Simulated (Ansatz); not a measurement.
Moving the strain (εzz = s) in Bi2Te3

```
Bi Te
1.0
     2.19300    1.26613   10.16567
    -2.19300    1.26613   10.16567
     0.00000   -2.53226   10.16567
Bi Te
2 3
Direct
  0.60000 0.60000 0.60000
  0.40000 0.40000 0.40000
  0.79050 0.79050 0.79050
  0.20950 0.20950 0.20950
  0.00000 0.00000 0.00000
```

Kept alike: task band structure; functional PBEsol; k mesh 6 × 6 × 6; occupations fermi-dirac, width 0.05 eV; no spin polarisation. Program: Ansatz, Ansatz PAW, cutoff 420 eV. The mesh is that of the run's cell of 5 atoms. No spin-orbit coupling.

| s | band gap (eV) | free energy over the lowest row (meV/atom) |
| --- | --- | --- |
| -0.04 | 0.099 | 7.82 |
| -0.02 | 0.169 | 0.84 |
| -0.01 | 0.204 | 0.00 |
| 0 | 0.239 | 0.85 |
| 0.01 | 0.274 | 3.33 |
| 0.02 | 0.308 | 7.39 |
| 0.04 | 0.375 | 20.05 |

The cell shown is the unstrained one; x, y and z are its Cartesian axes; atoms keep their fractions. Spin-orbit coupling, left out here, moves the band edges of heavy atoms and can close or invert small gaps. Gaps are the smaller of the mesh's and the band path's. All rows use potentials made for PBE.

The band gap rises from 0.099 to 0.375 eV between -0.04 and 0.04. That is +0.035 eV for each per cent of strain near s = 0. The free energy is lowest at -0.01, and 20.05 meV an atom higher at 0.04.

The gap widens almost linearly and without exception as the cell is stretched along the stacking axis, whereas the energy passes through a shallow minimum under slight compression. The band edges of Bi2Te3 derive mainly from Bi and Te p states. Stretching probably weakens the overlap of their out-of-plane components, narrowing the bands and moving valence and conduction edges apart; compression does the reverse. Because the Bi–Te layers and the spaces between them expand in proportion, the trend can't be assigned to the van der Waals gap alone. The energy minimum likewise belongs to this constrained path and doesn't establish the equilibrium layer spacing.

The real compound is a topological insulator with band edges inverted at the zone centre, so these gaps describe the ordering before inversion. A larger gap here would then mean a weaker inversion if it reflects the separation at that point, and the strain response of the physical gap could differ even in sign.
